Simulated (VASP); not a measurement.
A run of VASP 6.6.1:

INCAR

```
SYSTEM = HfO2
PREC     = Accurate       ! precision mode
ENCUT    = 800            ! plane-wave cutoff, eV
EDIFF    = 1E-8           ! SCF threshold, eV
ISMEAR   = 0              ! smearing method
SIGMA    = 0.01           ! smearing width, eV
LREAL    = .FALSE.        ! projectors in reciprocal space
LASPH    = .TRUE.         ! aspherical terms in the spheres
NELM     = 100            ! most SCF steps
ALGO     = Normal         ! electronic algorithm
ISIF     = 2              ! what is computed and relaxed
LWAVE    = .FALSE.        ! write WAVECAR
LCHARG   = .FALSE.        ! write CHGCAR
GGA      = PE             ! functional
LEPSILON = .TRUE.         ! dielectric tensor by DFPT
```

The input KPOINTS:

```
regular mesh
0
G
  8 8 12
  0 0 0
```

File POSCAR:

```
HfO2
1.0
    4.8135329900      0.0000000000      0.0000000000
    0.0000000000      4.8135329900      0.0000000000
    0.0000000000      0.0000000000      3.2054154100
Hf O
2 4
Direct
    0.5000000000      0.5000000000      0.5000000000
    0.0000000000      0.0000000000      0.0000000000
    0.8050448800      0.1949551200      0.5000000000
    0.6949551200      0.6949551200      0.0000000000
    0.3050448800      0.3050448800      0.0000000000
    0.1949551200      0.8050448800      0.5000000000
```

Potentials or basis: VASP PAW PBE potentials, release 64 (Hf_pv, O).

Command:

```console
$ cat potpaw_PBE.64/Hf_pv/POTCAR potpaw_PBE.64/O/POTCAR > POTCAR
$ mpirun -np 1 vasp_std > vasp.out
```

Hardware: 1 thread of Intel(R) Xeon(R) Platinum 8559C (Emerald Rapids), on a shared host.

How long does it take, and how much memory?

It took 35 min on 1 thread of Intel(R) Xeon(R) Platinum 8559C (Emerald Rapids), on a shared host, peak memory 1.5 GiB. Counts: scf iterations 135, k points 105.
